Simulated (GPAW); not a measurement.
Pb, 1 atom in the cell. Symmetry: Fm-3m, No. 225, cubic system. The conventional cell has a = 4.950 Å, b = 4.950 Å, c = 4.950 Å, α = 90.00°, β = 90.00°, γ = 90.00°. Around Pb (site symmetry m-3m) lie 12 Pb at 3.50 Å. 

```yaml
Program: GPAW 26.7.0
Task: equation of state
Functional: PBEsol
Dispersion: D4
Potentials_or_basis: PAW data sets generated in the run's folder for this functional
Cutoff: 600 eV
Basis: pw
k_mesh: 9 × 9 × 9
Occupations: fermi-dirac, width 0.05 eV
Spin: no spin polarisation
Maxiter: 150
Eos_scales: "[0.94, 0.96, 0.98, 1.0, 1.02, 1.04, 1.06]"
```

Potentials or basis: PAW data sets generated in the run's folder for this functional, pw.

Run with:

```bash
$ gpaw-setup -f PBEsol Pb
$ OMP_NUM_THREADS=1 python run.py
```

Hardware: 1 thread of Arm Neoverse V1, with other jobs on the host.

Question: Estimate the wall time of this run.

Answer: Run time: 59 s on 1 thread of Arm Neoverse V1 (shared host), peak memory 0.18 GiB. Counts: scf iterations 56, plane waves 963, bands 14, k points 35.
